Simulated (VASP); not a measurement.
# KF (Pm-3m) in VASP: further runs

The runs below take KF through single point, with PBE.

All numbers are computed with VASP 6.6.1; they aren't measurements. Logs are shortened: lines on timing, memory, paths and dates and some standing lists are left out, and cuts for length are marked.

**1. The structure**

The structure is cubic, space group Pm-3m (No. 221). The conventional cell has a = 3.259 Å, b = 3.259 Å, c = 3.259 Å, α = 90.00°, β = 90.00°, γ = 90.00°. Around K (site symmetry m-3m) lie 8 F at 2.82 Å. F (site symmetry m-3m) has 8 K at 2.82 Å as nearest neighbours.

The cell comes from a database or a generator and needn't be the stable form of this composition.

**2. Single point, PBE**

Input file INCAR:

```
PREC = Accurate
ENCUT = 520
EDIFF = 1E-6
ISMEAR = 0
SIGMA = 0.1
LREAL = F
LASPH = T
NELM = 100
ALGO = Fast
ISIF = 2
LWAVE = F
LCHARG = T
GGA = PE
LELF = T
LVHAR = T
NBANDS = 15
```

Input file KPOINTS:

```
Automatic mesh
0
Gamma
  6 6 6
```

Input file POSCAR:

```
KF
1.0
    3.2589550000      0.0000000000      0.0000000000
    0.0000000000      3.2589550000      0.0000000000
    0.0000000000      0.0000000000      3.2589550000
K F
1 1
Direct
    0.0000000000      0.0000000000      0.0000000000
    0.5000000000      0.5000000000      0.5000000000
```

Potentials or basis: VASP PAW PBE potentials, release 64 (K_sv, F).

Started as:

```sh
$ cat potpaw_PBE.64/K_sv/POTCAR potpaw_PBE.64/F/POTCAR > POTCAR
$ mpirun -np 1 vasp_std > vasp.out
```

OUTCAR:

```text
PREC = Accurate
   ENCUT = 520
   EDIFF = 1E-6
   ISMEAR = 0
   LREAL = F
   LASPH = T
   NELM = 100
   ISIF = 2
   GGA = PE

 ion  position               nearest neighbor table
   1  0.000  0.000  0.000-   2 2.82   2 2.82   2 2.82   2 2.82   2 2.82   2 2.82   2 2.82   2 2.82

   2  0.500  0.500  0.500-   1 2.82   1 2.82   1 2.82   1 2.82   1 2.82   1 2.82   1 2.82   1 2.82

  LATTYP: Found a simple cubic cell.
 ALAT       =     3.2589550000

  Lattice vectors:

 A1 = (   3.2589550000,   0.0000000000,   0.0000000000)
 A2 = (   0.0000000000,   3.2589550000,   0.0000000000)
 A3 = (   0.0000000000,   0.0000000000,   3.2589550000)

Analysis of symmetry for initial positions (statically):
=====================================================================
 Subroutine PRICEL returns:
 Original cell was already a primitive cell.

 Routine SETGRP: Setting up the symmetry group for a
 simple cubic supercell.

 Subroutine GETGRP returns: Found 48 space group operations
 (whereof 48 operations were pure point group operations)
 out of a pool of 48 trial point group operations.

The static configuration has the point symmetry O_h .

Analysis of symmetry for dynamics (positions and initial velocities):
=====================================================================
 Subroutine PRICEL returns:
 Original cell was already a primitive cell.

 Routine SETGRP: Setting up the symmetry group for a
 simple cubic supercell.

 Subroutine GETGRP returns: Found 48 space group operations
 (whereof 48 operations were pure point group operations)
 out of a pool of 48 trial point group operations.

The dynamic configuration has the point symmetry O_h .

 Subroutine INISYM returns: Found 48 space group operations
 (whereof 48 operations are pure point group operations),
 and found     1 'primitive' translations

----------------------------------------------------------------------------------------

                                     Primitive cell

  volume of cell :      34.6127

  direct lattice vectors                    reciprocal lattice vectors
     3.258955000  0.000000000  0.000000000     0.306846827  0.000000000  0.000000000
     0.000000000  3.258955000  0.000000000     0.000000000  0.306846827  0.000000000
     0.000000000  0.000000000  3.258955000     0.000000000  0.000000000  0.306846827

  length of vectors
     3.258955000  3.258955000  3.258955000     0.306846827  0.306846827  0.306846827

  position of ions in fractional coordinates (direct lattice)
     0.000000000  0.000000000  0.000000000
     0.500000000  0.500000000  0.500000000

  ion indices of the primitive-cell ions
   primitive index   ion index
                 1           1
                 2           2

----------------------------------------------------------------------------------------

 KPOINTS: Automatic mesh

Automatic generation of k-mesh.
 Grid dimensions read from file:
 generate k-points for:    6    6    6

 Generating k-lattice:

  Cartesian coordinates                     Fractional coordinates (reciprocal lattice)
     0.051141138  0.000000000  0.000000000     0.166666667  0.000000000  0.000000000
     0.000000000  0.051141138  0.000000000     0.000000000  0.166666667  0.000000000
     0.000000000  0.000000000  0.051141138     0.000000000  0.000000000  0.166666667

  Length of vectors
     0.051141138  0.051141138  0.051141138

  Shift w.r.t. Gamma in fractional coordinates (k-lattice)
     0.000000000  0.000000000  0.000000000

 Subroutine IBZKPT returns following result:
 ===========================================

 Found     20 irreducible k-points:

 Following reciprocal coordinates:
            Coordinates               Weight
  0.000000  0.000000  0.000000      1.000000
  0.166667  0.000000  0.000000      6.000000
  0.333333  0.000000  0.000000      6.000000
  0.500000  0.000000  0.000000      3.000000
  0.166667  0.166667  0.000000     12.000000
  0.333333  0.166667  0.000000     24.000000
[... 12 lines left out ...]
  0.500000  0.500000  0.333333      6.000000
  0.500000  0.500000  0.500000      1.000000
   k-points           NKPTS =     20   k-points in BZ     NKDIM =     20   number of bands    NBANDS=     15
   number of dos      NEDOS =    301   number of ions     NIONS =      2
   total plane-waves  NPLWV =  13824
   dimension x,y,z NGX =    24 NGY =   24 NGZ =   24
   dimension x,y,z NGXF=    48 NGYF=   48 NGZF=   48
   ions per type =               1   1
   NGX,Y,Z   is equivalent  to a cutoff of  12.24, 12.24, 12.24 a.u.
   NGXF,Y,Z  is equivalent  to a cutoff of  24.49, 24.49, 24.49 a.u.
 SYSTEM =  unknown system
   PREC   = accura    normal or accurate (medium, high low for compatibility)
   ISTART =      0    job   : 0-new  1-cont  2-samecut
   ICHARG =      2    charge: 1-file 2-atom 10-const
   ISPIN  =      1    spin polarized calculation?
   LNONCOLLINEAR =      F non collinear calculations
   LSORBIT =      F    spin-orbit coupling
   LASPH  =      T    aspherical Exc in radial PAW
   ENCUT  =  520.0 eV  38.22 Ry    6.18 a.u.   6.06  6.06  6.06*2*pi/ulx,y,z
   NELM   =    100;   NELMIN=  2; NELMDL= -5     # of ELM steps
   EDIFF  = 0.1E-05   stopping-criterion for ELM
[... 8 lines left out ...]
   TEBEG  =    0.0;   TEEND  =   0.0 temperature during run
   PSTRESS=    0.0 pullay stress
   NELECT =      16.0000    total number of electrons
   NUPDOWN=      -1.0000    fix difference up-down
   EMIN   =  10.00;   EMAX   =-10.00  energy-range for DOS
   EFERMI =   0.00;   METHOD = LEGACY
   ISMEAR =     0;   SIGMA  =   0.10  broadening in eV -4-tet -1-fermi 0-gaus
   EFERMI_NEDOS =   21; number of points for ismear=-14 and -15
   IALGO  =     68    algorithm
   IMIX   =      4    mixing-type and parameters
     AMIX     =   0.40;   BMIX     =  1.00
     AMIX_MAG =   1.60;   BMIX_MAG =  1.00
  volume/ion in A,a.u.               =      17.31       116.79
  Fermi-wavevector in a.u.,A,eV,Ry     =   1.265814  2.392041 21.800402  1.602284
  Thomas-Fermi vector in A             =   2.399047
   LORBIT       =      0    0 simple, 1 ext, 2 COOP (PROOUT), +10 PAW based schemes
   GGA     = PE    functional components
   LHFCALC =     F    Hartree Fock is set to
   AEXX    =    0.0000 exact exchange contribution
   IVDW    =     0    specifies the selected vdW correction
   LEPSILON=     F    determine dielectric tensor
   LRPA    =     F    only Hartree local field effects (RPA)
 non-spin polarized calculation
 RMM-DIIS sequential band-by-band and
 Gauss-broadening in eV      SIGMA  =   0.10
  energy-cutoff  :      520.00
  volume of cell :       34.61
 maximum number of plane-waves:       952
   NGX = 13   NGY = 13   NGZ = 13

 number of electron      15.9999992 magnetization

 Free energy of the ion-electron system (eV)
  ---------------------------------------------------
  ext. energy  EPLUGINS =         0.00000000
  ---------------------------------------------------
  free energy    TOTEN  =        -8.09353842 eV

  energy without entropy =       -8.09353842  energy(sigma->0) =       -8.09353842

 E-fermi :  -1.5697     XC(G=0):  -9.0242

 val. band max:       -2.0360917280   @ k =   0.5000   0.5000   0.0000
 cond. band min:       4.2204997104   @ k =   0.0000   0.0000   0.0000
 fundamental gap:      6.2565914383
 Fermi energy:        -1.5696822731

 k-point     1 :       0.0000    0.0000    0.0000
  band No.  band energies     occupation
      1     -29.0571      2.00000
      2     -20.9357      2.00000
      3     -12.0888      2.00000
      4     -12.0888      2.00000
      5     -12.0888      2.00000
      6      -2.0884      2.00000
      7      -2.0884      2.00000
      8      -2.0884      2.00000
      9       4.2205      0.00000
     10       6.2535      0.00000
     11       6.2535      0.00000
     12      11.7798      0.00000
     13      11.7798      0.00000
     14      11.7798      0.00000
     15      18.8669      0.00000

 k-point     2 :       0.1667    0.0000    0.0000
  band No.  band energies     occupation
      1     -29.0264      2.00000
      2     -20.9420      2.00000
      3     -12.2682      2.00000
      4     -12.0618      2.00000
      5     -12.0618      2.00000
      6      -2.4252      2.00000
      7      -2.1146      2.00000
      8      -2.1146      2.00000
      9       4.9275      0.00000
     10       6.4619      0.00000
     11       6.8567      0.00000
     12      11.3473      0.00000
     13      11.3473      0.00000
     14      11.8611      0.00000
     15      17.1690      0.00000

 k-point     3 :       0.3333    0.0000    0.0000
  band No.  band energies     occupation
      1     -28.9639      2.00000
      2     -20.9563      2.00000
      3     -12.6042      2.00000
      4     -12.0069      2.00000
      5     -12.0069      2.00000
      6      -3.0002      2.00000
      7      -2.1695      2.00000
      8      -2.1695      2.00000
      9       6.4255      0.00000
     10       6.9495      0.00000
     11       8.1639      0.00000
     12      10.6552      0.00000
     13      10.6552      0.00000
     14      12.0316      0.00000
     15      15.6668      0.00000
[... 271 lines left out ...]
 k-point    19 :       0.5000    0.5000    0.3333
  band No.  band energies     occupation
      1     -28.7567      2.00000
      2     -20.7897      2.00000
      3     -12.7125      2.00000
      4     -12.7125      2.00000
      5     -12.4806      2.00000
      6      -2.9597      2.00000
      7      -2.9597      2.00000
      8      -2.8346      2.00000
      9       7.8970      0.00000
     10       8.6391      0.00000
     11       8.6391      0.00000
     12      10.2529      0.00000
     13      13.0409      0.00000
     14      13.0409      0.00000
     15      13.4256      0.00000

 k-point    20 :       0.5000    0.5000    0.5000
  band No.  band energies     occupation
      1     -28.7323      2.00000
      2     -20.7698      2.00000
      3     -12.6622      2.00000
      4     -12.6622      2.00000
      5     -12.6622      2.00000
      6      -3.0662      2.00000
      7      -3.0662      2.00000
      8      -3.0662      2.00000
      9       8.3907      0.00000
     10       8.3907      0.00000
     11       8.3907      0.00000
     12      13.1633      0.00000
     13      13.1633      0.00000
     14      13.1633      0.00000
     15      13.4651      0.00000

------------------------ aborting loop because EDIFF is reached ----------------------------------------

  FORCE on cell =-STRESS in cart. coord.  units (eV):
  Direction    XX          YY          ZZ          XY          YZ          ZX
  --------------------------------------------------------------------------------------
  -------------------------------------------------------------------------------------
  Total        0.0003028      0.0003028      0.0003028      0.0000000      0.0000000     -0.0000000
  in kB        0.0140174      0.0140174      0.0140174      0.0000000      0.0000000     -0.0000000
  external PRESSURE =       0.0140174 kB  Pullay stress =       0.0000000 kB

 VOLUME and BASIS-vectors are now :
 -----------------------------------------------------------------------------
  energy-cutoff  :      520.00
  volume of cell :       34.61
      direct lattice vectors                 reciprocal lattice vectors
     3.258955000  0.000000000  0.000000000     0.306846827  0.000000000  0.000000000
     0.000000000  3.258955000  0.000000000     0.000000000  0.306846827  0.000000000
     0.000000000  0.000000000  3.258955000     0.000000000  0.000000000  0.306846827

 POSITION                                       TOTAL-FORCE (eV/Angst)
 -----------------------------------------------------------------------------------
      0.00000      0.00000      0.00000         0.000000      0.000000      0.000000
      1.62948      1.62948      1.62948         0.000000      0.000000      0.000000
 -----------------------------------------------------------------------------------
    total drift:                                0.000000      0.000000     -0.000000

  FREE ENERGIE OF THE ION-ELECTRON SYSTEM (eV)
  ---------------------------------------------------
  free  energy   TOTEN  =        -8.0935384185 eV

  energy  without entropy=       -8.0935384185  energy(sigma->0) =       -8.09353842
```

Wall time 23 s (1 thread of AMD EPYC, shared host); peak memory 0.1 GiB.

What came out:

```yaml
Free_energy: -8.0935 eV
Pressure: 0.0 GPa
Band_gap_on_the_k_mesh: 6.26 eV, indirect (least direct gap 6.31 eV)
```

A k mesh can miss the band edges. As with any semilocal functional, this PBE gap is likely too small.

**3. Single point, PBE (strained and moved within a subgroup)**

Input file INCAR:

```
  ALGO = Normal
  EDIFF = 1E-6
  ENCUT = 520
  GGA = PE
  ISIF = 2
  ISMEAR = 0
  LASPH = True
  LCHARG = True
  LELF = True
  LREAL = False
  LVHAR = True
  LWAVE = False
  NBANDS = 15
  NELM = 100
  PREC = Accurate
  SIGMA = 0.02
```

Input file KPOINTS:

```
k-points
0
Gamma
  8 8 8
```

Input file POSCAR:

```
KF
1.0
    3.1615448350      0.1955373000      0.1955373000
    0.1955373000      3.1615448350     -0.1955373000
    0.1955373000     -0.1955373000      3.1615448350
K F
1 1
Direct
    0.0053147429     -0.0053147429     -0.0053147429
    0.4946852571      0.5053147429      0.5053147429
```

Potentials or basis: VASP PAW PBE potentials, release 64 (K_sv, F).

Started as:

```sh
$ cat potpaw_PBE.64/K_sv/POTCAR potpaw_PBE.64/F/POTCAR > POTCAR
$ mpirun -np 1 vasp_std > vasp.out
```

Wall time 20 s (1 thread of Intel Xeon Platinum 8488C (Sapphire Rapids), shared host); peak memory 0.15 GiB.

Results (log left out):

```yaml
Free_energy: -7.8965 eV
Pressure: 8.1 GPa
Largest_force: 0.354 eV/Å
Band_gap_on_the_k_mesh: 6.70 eV, direct
```

Forces in eV/Å, atoms in the order of the input:
```
K   -0.204  0.204  0.204
F    0.204 -0.204 -0.204
```

Stress tensor (GPa, compression positive):
```
 8.05 -5.09 -5.09
-5.09  8.05  5.09
-5.09  5.09  8.05
```

Levels at points of the mesh, in eV from the valence-band top:
```
           k point  band 6  band 7  band 8  band 9  band 10  band 11
(0.00, 0.00, 0.00)   -0.28   -0.28    0.00    6.70     8.52     8.52
(0.50, 0.00, 0.00)   -1.53   -0.63   -0.30    9.58     9.62    11.63
(0.50, 0.50, 0.00)   -0.91   -0.59   -0.09    8.71     9.03    12.10
(0.50, 0.50, 0.50)   -1.44   -1.44   -1.38   10.26    10.26    12.69
```

**4. Single point, PBE (strained and moved within the space group)**

Input file INCAR:

```
PREC = Accurate
ENCUT = 520
EDIFF = 1E-6
ISMEAR = 0
SIGMA = 0.02
LREAL = False
LASPH = True
NELM = 80
ALGO = Fast
ISIF = 2
LWAVE = False
LCHARG = False
GGA = PE
NBANDS = 15
```

Input file KPOINTS:

```
Automatic mesh
0
Gamma
  8 8 8
```

Input file POSCAR:

```
KF
1.0
    3.1812941024      0.0000000000      0.0000000000
    0.0000000000      3.1812941024      0.0000000000
    0.0000000000      0.0000000000      3.1812941024
K F
1 1
Direct
    0.0000000000      0.0000000000      0.0000000000
    0.5000000000      0.5000000000      0.5000000000
```

Started as:

```sh
$ cat potpaw_PBE.64/K_sv/POTCAR potpaw_PBE.64/F/POTCAR > POTCAR
$ mpirun -np 1 vasp_std > vasp.out
```

Run time: 14 s. Hardware: 1 thread of Intel Xeon Platinum 8488C (Sapphire Rapids), shared host; peak memory 0.14 GiB.

It converged, with:

* Free energy: -8.0698 eV
* Pressure: 2.9 GPa
* Band gap on the k mesh: 6.78 eV, indirect (least direct gap 6.82 eV)

Levels at points of the mesh, in eV from the valence-band top:
```csv
k point,band 6,band 7,band 8,band 9,band 10,band 11
"(0.00, 0.00, 0.00)",-0.04,-0.04,-0.04,6.78,8.37,8.37
"(0.50, 0.00, 0.00)",-1.32,-0.19,-0.19,9.43,9.84,11.60
"(0.50, 0.50, 0.00)",-0.63,-0.63,0.00,8.66,9.23,12.16
"(0.50, 0.50, 0.50)",-1.16,-1.16,-1.16,10.77,10.77,10.77
```

A k mesh can miss the band edges.

**5. Overview**

| cell | k mesh | smearing | gap on the mesh (eV) | pressure (GPa) |
| --- | --- | --- | --- | --- |
| as given | 6 × 6 × 6 | gaussian 0.1 eV | 6.26 | 0.0 |
| strained and moved within a subgroup | 8 × 8 × 8 | gaussian 0.02 eV | 6.70 | 8.1 |
| strained and moved within the space group | 8 × 8 × 8 | gaussian 0.02 eV | 6.78 | 2.9 |

Alike in all rows: task single point; level PBE; potentials or basis VASP PAW PBE potentials, release 64 (K_sv, F); no spin polarisation; cutoff (eV) 520.

Total energies depend on the potentials used, so only differences within one code and one set of settings carry meaning.
